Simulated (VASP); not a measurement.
# Bi (Im-3m) in VASP: further runs, part 2 of 3

VASP 6.6.1. The steps go on from the part before.

## (3) Relaxation of the atoms, PBE (a relaxed cell with its volume scaled by 0.96)

File INCAR:

```
ALGO = Fast
EDIFF = 1E-7
EDIFFG = -0.01
ENCUT = 600
GGA = PE
IBRION = 2
ISIF = 2
ISMEAR = 1
LASPH = T
LCHARG = F
LREAL = F
LWAVE = F
NELM = 80
NSW = 40
PREC = Accurate
SIGMA = 0.1
```

File KPOINTS:

```
k-points
0
Gamma
  14 14 14
```

File POSCAR:

```
Bi                                      
1.0
   -1.9629825810      1.9629825810      1.9629825810
    1.9629825810     -1.9629825810      1.9629825810
    1.9629825810      1.9629825810     -1.9629825810
  Bi            
     1
Direct
     0.0000000000000000    0.0000000000000000    0.0000000000000000
```

Potentials or basis: VASP PAW PBE potentials, release 64 (Bi_d).

On the command line:

```
$ cat potpaw_PBE.64/Bi_d/POTCAR > POTCAR
$ mpirun -np 1 vasp_std > vasp.out
```

OUTCAR:

```text
EDIFF = 1E-7
   EDIFFG = -0.01
   ENCUT = 600
   GGA = PE
   IBRION = 2
   ISIF = 2
   ISMEAR = 1
   LASPH = T
   LREAL = F
   NELM = 80
   NSW = 40
   PREC = Accurate

 ion  position               nearest neighbor table
   1  0.000  0.000  0.000-

  LATTYP: Found a body centered cubic cell.
 ALAT       =     3.9259651620

  Lattice vectors:

 A1 = (  -1.9629825810,   1.9629825810,   1.9629825810)
 A2 = (   1.9629825810,  -1.9629825810,   1.9629825810)
 A3 = (   1.9629825810,   1.9629825810,  -1.9629825810)

Analysis of symmetry for initial positions (statically):
=====================================================================
 Subroutine PRICEL returns:
 Original cell was already a primitive cell.

 Routine SETGRP: Setting up the symmetry group for a
 body centered cubic supercell.

 Subroutine GETGRP returns: Found 48 space group operations
 (whereof 48 operations were pure point group operations)
 out of a pool of 48 trial point group operations.

The static configuration has the point symmetry O_h .

[... 168 lines left out ...]
 k-point     1 :       0.0000    0.0000    0.0000
  band No.  band energies     occupation
      1     -14.7948      2.00000
      2     -14.7948      2.00000
      3     -14.7948      2.00000
      4     -14.6532      2.00000
      5     -14.6532      2.00000
      6      -5.4474      2.00000
      7      13.5975      0.00000
      8      13.5975      0.00000
      9      13.5975      0.00000
     10      17.7680      0.00000
     11      18.7549      0.00000
[... 309 lines left out ...]
 k-point    24 :       0.3571    0.2857    0.0000
  band No.  band energies     occupation
      1     -14.8035      2.00000
      2     -14.7114      2.00000
      3     -14.6899      2.00000
      4     -14.6473      2.00000
      5     -14.6212      2.00000
      6      -1.7505      2.00000
      7       4.3999      2.00000
      8       5.4945      2.00000
      9      10.6883      0.00000
     10      16.9750      0.00000
     11      18.8549      0.00000

 [... further k-points ...]

------------------------ aborting loop because EDIFF is reached ----------------------------------------

  FORCE on cell =-STRESS in cart. coord.  units (eV):
  Direction    XX          YY          ZZ          XY          YZ          ZX
  --------------------------------------------------------------------------------------
  -------------------------------------------------------------------------------------
  Total        0.4438433      0.4438433      0.4438433      0.0000000      0.0000000     -0.0000000
  in kB       23.5034145     23.5034145     23.5034145      0.0000000      0.0000000     -0.0000000
  external PRESSURE =      23.5034145 kB  Pullay stress =       0.0000000 kB

 VOLUME and BASIS-vectors are now :
 -----------------------------------------------------------------------------
  energy-cutoff  :      600.00
  volume of cell :       30.26
      direct lattice vectors                 reciprocal lattice vectors
    -1.962982581  1.962982581  1.962982581     0.000000000  0.254714435  0.254714435
     1.962982581 -1.962982581  1.962982581     0.254714435  0.000000000  0.254714435
     1.962982581  1.962982581 -1.962982581     0.254714435  0.254714435  0.000000000

 POSITION                                       TOTAL-FORCE (eV/Angst)
 -----------------------------------------------------------------------------------
      0.00000      0.00000      0.00000         0.000000      0.000000      0.000000
 -----------------------------------------------------------------------------------
    total drift:                                0.000000     -0.000000     -0.000000

  FREE ENERGIE OF THE ION-ELECTRON SYSTEM (eV)
  ---------------------------------------------------
  free  energy   TOTEN  =        -3.7399928614 eV

  energy  without entropy=       -3.7393351152  energy(sigma->0) =       -3.73977361

 reached required accuracy - stopping structural energy minimisation
```

OSZICAR:

```text
N       E                     dE             d eps       ncg     rms          rms(c)
DAV:   1     0.108720627027E+03    0.10872E+03   -0.88916E+03  2308   0.175E+03
DAV:   2     0.189058069790E+01   -0.10683E+03   -0.10474E+03  2327   0.380E+02
DAV:   3    -0.360167873766E+01   -0.54923E+01   -0.54231E+01  2672   0.918E+01
DAV:   4    -0.373836887339E+01   -0.13669E+00   -0.13652E+00  2725   0.154E+01
DAV:   5    -0.374392952821E+01   -0.55607E-02   -0.55604E-02  2890   0.279E+00    0.458E-01
RMM:   6    -0.374027891726E+01    0.36506E-02   -0.74666E-03  2327   0.128E+00    0.276E-01
RMM:   7    -0.373982692797E+01    0.45199E-03   -0.68054E-03  2294   0.107E+00    0.794E-02
RMM:   8    -0.373994806964E+01   -0.12114E-03   -0.12723E-03  2520   0.635E-01    0.138E-02
RMM:   9    -0.373998587137E+01   -0.37802E-04   -0.41466E-04  2796   0.245E-01    0.104E-02
RMM:  10    -0.373998904344E+01   -0.31721E-05   -0.82700E-05  2410   0.166E-01    0.400E-03
RMM:  11    -0.373999202143E+01   -0.29780E-05   -0.43364E-05  3031   0.801E-02    0.154E-03
RMM:  12    -0.373999274490E+01   -0.72347E-06   -0.73165E-06  2967   0.326E-02    0.147E-03
RMM:  13    -0.373999284984E+01   -0.10494E-06   -0.11275E-06  2271   0.111E-02    0.149E-03
RMM:  14    -0.373999286143E+01   -0.11590E-07   -0.15393E-07  1524   0.558E-03
   1 F= -.37399929E+01 E0= -.37397736E+01  d E =-.373999E+01
```

Run time: 17 s. Hardware: 1 thread of Intel Xeon 6975P-C (Granite Rapids), shared host; peak memory 0.18 GiB.

Results:

```
Free energy             : -3.7400 eV
Pressure after relaxing : 2.4 GPa
Band gap on the k mesh  : none (metal or under the smearing width)
```

Final structure:
```
Bi
1.0
    -1.96298    1.96298    1.96298
     1.96298   -1.96298    1.96298
     1.96298    1.96298   -1.96298
Bi
1
Direct
  0.00000 0.00000 0.00000
```

Caveat: the relaxation stopped at its first step, so nothing moved; spin-orbit coupling is left out, which moves the levels of the heavy elements.

## (4) Relaxation of the atoms, PBE (a relaxed cell with its volume scaled by 0.98)

INCAR is that of step 3.

KPOINTS is that of step 3.

File POSCAR:

```
Bi                                      
1.0
   -1.9765208197      1.9765208197      1.9765208197
    1.9765208197     -1.9765208197      1.9765208197
    1.9765208197      1.9765208197     -1.9765208197
  Bi            
     1
Direct
     0.0000000000000000    0.0000000000000000    0.0000000000000000
```

Potentials or basis: VASP PAW PBE potentials, release 64 (Bi_d).

On the command line:

```
$ cat potpaw_PBE.64/Bi_d/POTCAR > POTCAR
$ mpirun -np 1 vasp_std > vasp.out
```

OUTCAR:

```text
EDIFF = 1E-7
   EDIFFG = -0.01
   ENCUT = 600
   GGA = PE
   IBRION = 2
   ISIF = 2
   ISMEAR = 1
   LASPH = T
   LREAL = F
   NELM = 80
   NSW = 40
   PREC = Accurate

 ion  position               nearest neighbor table
   1  0.000  0.000  0.000-

  LATTYP: Found a body centered cubic cell.
 ALAT       =     3.9530416394

  Lattice vectors:

 A1 = (  -1.9765208197,   1.9765208197,   1.9765208197)
 A2 = (   1.9765208197,  -1.9765208197,   1.9765208197)
 A3 = (   1.9765208197,   1.9765208197,  -1.9765208197)

Analysis of symmetry for initial positions (statically):
=====================================================================
 Subroutine PRICEL returns:
 Original cell was already a primitive cell.

 Routine SETGRP: Setting up the symmetry group for a
 body centered cubic supercell.

 Subroutine GETGRP returns: Found 48 space group operations
 (whereof 48 operations were pure point group operations)
 out of a pool of 48 trial point group operations.

The static configuration has the point symmetry O_h .

Analysis of symmetry for dynamics (positions and initial velocities):
=====================================================================
 Subroutine PRICEL returns:
 Original cell was already a primitive cell.

 Routine SETGRP: Setting up the symmetry group for a
 body centered cubic supercell.

 Subroutine GETGRP returns: Found 48 space group operations
 (whereof 48 operations were pure point group operations)
 out of a pool of 48 trial point group operations.

The dynamic configuration has the point symmetry O_h .

 Subroutine INISYM returns: Found 48 space group operations
 (whereof 48 operations are pure point group operations),
 and found     1 'primitive' translations

[... 118 lines left out ...]
   LHFCALC =     F    Hartree Fock is set to
   AEXX    =    0.0000 exact exchange contribution
   IVDW    =     0    specifies the selected vdW correction
   LEPSILON=     F    determine dielectric tensor
   LRPA    =     F    only Hartree local field effects (RPA)
 conjugate gradient relaxation of ions
 non-spin polarized calculation
 RMM-DIIS sequential band-by-band and
 Methfessel and Paxton  Order N= 1 SIGMA  =   0.10
  energy-cutoff  :      600.00
  volume of cell :       30.89
 maximum number of plane-waves:      1055
   NGX = 13   NGY = 13   NGZ = 13

 number of electron      14.9999993 magnetization

 Free energy of the ion-electron system (eV)
  ---------------------------------------------------
  ext. energy  EPLUGINS =         0.00000000
  ---------------------------------------------------
  free energy    TOTEN  =        -3.74689242 eV

  energy without entropy =       -3.74619483  energy(sigma->0) =       -3.74665989

 E-fermi :   7.9351     XC(G=0): -10.3302

 val. band max:        7.9300565445   @ k =  -0.4286   0.4286   0.2857
 cond. band min:       7.9454454702   @ k =   0.5000   0.5000   0.2857
 fundamental gap:      0.0153889257
 Fermi energy:         7.9351283442

 k-point     1 :       0.0000    0.0000    0.0000
  band No.  band energies     occupation
      1     -15.0394      2.00000
      2     -15.0394      2.00000
      3     -15.0394      2.00000
      4     -14.9072      2.00000
      5     -14.9072      2.00000
      6      -5.5631      2.00000
      7      13.1836      0.00000
      8      13.1836      0.00000
      9      13.1836      0.00000
     10      17.2341      0.00000
     11      18.4892      0.00000
[... 309 lines left out ...]
 k-point    24 :       0.3571    0.2857    0.0000
  band No.  band energies     occupation
      1     -15.0468      2.00000
      2     -14.9610      2.00000
      3     -14.9413      2.00000
      4     -14.9015      2.00000
      5     -14.8770      2.00000
      6      -2.0057      2.00000
      7       4.2320      2.00000
      8       5.3028      2.00000
      9      10.3861      0.00000
     10      16.5774      0.00000
     11      18.5007      0.00000

 [... further k-points ...]

------------------------ aborting loop because EDIFF is reached ----------------------------------------

  FORCE on cell =-STRESS in cart. coord.  units (eV):
  Direction    XX          YY          ZZ          XY          YZ          ZX
  --------------------------------------------------------------------------------------
  -------------------------------------------------------------------------------------
  Total        0.2228197      0.2228197      0.2228197      0.0000000      0.0000000      0.0000000
  in kB       11.5584597     11.5584597     11.5584597      0.0000000      0.0000000      0.0000000
  external PRESSURE =      11.5584597 kB  Pullay stress =       0.0000000 kB

 VOLUME and BASIS-vectors are now :
 -----------------------------------------------------------------------------
  energy-cutoff  :      600.00
  volume of cell :       30.89
      direct lattice vectors                 reciprocal lattice vectors
    -1.976520820  1.976520820  1.976520820     0.000000000  0.252969761  0.252969761
     1.976520820 -1.976520820  1.976520820     0.252969761  0.000000000  0.252969761
     1.976520820  1.976520820 -1.976520820     0.252969761  0.252969761  0.000000000

 POSITION                                       TOTAL-FORCE (eV/Angst)
 -----------------------------------------------------------------------------------
      0.00000      0.00000      0.00000        -0.000000      0.000000      0.000000
 -----------------------------------------------------------------------------------
    total drift:                               -0.000000     -0.000000      0.000000

  FREE ENERGIE OF THE ION-ELECTRON SYSTEM (eV)
  ---------------------------------------------------
  free  energy   TOTEN  =        -3.7468924167 eV

  energy  without entropy=       -3.7461948260  energy(sigma->0) =       -3.74665989

 reached required accuracy - stopping structural energy minimisation
```

OSZICAR:

```text
N       E                     dE             d eps       ncg     rms          rms(c)
DAV:   1     0.109998696469E+03    0.11000E+03   -0.87850E+03  2297   0.173E+03
DAV:   2     0.182608606616E+01   -0.10817E+03   -0.10587E+03  2330   0.376E+02
DAV:   3    -0.361265339915E+01   -0.54387E+01   -0.53633E+01  2682   0.911E+01
DAV:   4    -0.374452194148E+01   -0.13187E+00   -0.13177E+00  2652   0.152E+01
DAV:   5    -0.375054264049E+01   -0.60207E-02   -0.60204E-02  2917   0.293E+00    0.456E-01
RMM:   6    -0.374702528772E+01    0.35174E-02   -0.76929E-03  2327   0.129E+00    0.278E-01
RMM:   7    -0.374671136971E+01    0.31392E-03   -0.71908E-03  2295   0.109E+00    0.803E-02
RMM:   8    -0.374684421395E+01   -0.13284E-03   -0.13873E-03  2509   0.661E-01    0.150E-02
RMM:   9    -0.374688468836E+01   -0.40474E-04   -0.44043E-04  2768   0.255E-01    0.110E-02
RMM:  10    -0.374688824652E+01   -0.35582E-05   -0.95135E-05  2413   0.179E-01    0.412E-03
RMM:  11    -0.374689180960E+01   -0.35631E-05   -0.50657E-05  2959   0.861E-02    0.155E-03
RMM:  12    -0.374689266865E+01   -0.85905E-06   -0.85032E-06  2953   0.359E-02    0.160E-03
RMM:  13    -0.374689293003E+01   -0.26138E-06   -0.14593E-06  2433   0.128E-02    0.187E-03
RMM:  14    -0.374689247512E+01    0.45491E-06   -0.63779E-07  2264   0.136E-02    0.263E-03
RMM:  15    -0.374689241670E+01    0.58426E-07   -0.15704E-07  1529   0.637E-03
   1 F= -.37468924E+01 E0= -.37466599E+01  d E =-.374689E+01
```

It took 18 s on 1 thread of Intel Xeon 6975P-C (Granite Rapids), shared host; peak memory 0.17 GiB.

Results:

```
Free energy             : -3.7469 eV
Pressure after relaxing : 1.2 GPa
Band gap on the k mesh  : none (metal or under the smearing width)
```

Final structure:
```
Bi
1.0
    -1.97652    1.97652    1.97652
     1.97652   -1.97652    1.97652
     1.97652    1.97652   -1.97652
Bi
1
Cartesian
  0.0000 0.0000 0.0000
```

Caveat: the relaxation stopped at its first step, so nothing moved; spin-orbit coupling is left out, which moves the levels of the heavy elements.

(Part 2 of 3 ends here.)
